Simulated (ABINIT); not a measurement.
Nb:

```
Nb
1.0
    -1.66395    1.66395    1.66395
     1.66395   -1.66395    1.66395
     1.66395    1.66395   -1.66395
Nb
1
Cartesian
  0.0000 0.0000 0.0000
```

Base run:

| Quantity | Value |
| --- | --- |
| Program | ABINIT 10.8.3 (patched build) |
| Functional | r2SCAN |
| Potentials or basis | Ansatz PAW PBE default generated set, frozen core |
| Cutoff | 490 eV |
| k mesh | 11 × 11 × 11 |
| Occupations | fermi-dirac, width 0.05 eV |
| Spin | no spin polarisation |

Its results: band gap on the k mesh none (metal or under the smearing width); pressure -3.3 GPa.

Q: The run is repeated on the same cell with these changes: potentials or basis from Ansatz PAW PBE default generated set, frozen core to PseudoDojo NC SR PBE v0.4.1 standard; cutoff from 490 eV to 1333 eV. What comes out?

A: Band gap on the k mesh none (metal or under the smearing width); pressure -5.1 GPa.

Caveats: the PAW data sets were made with another functional, which shifts forces and pressure a little (some runs); a meta-GGA on potentials with a model core is unreliable (some runs); the potentials were made for another functional, which shifts forces and pressure (some runs).
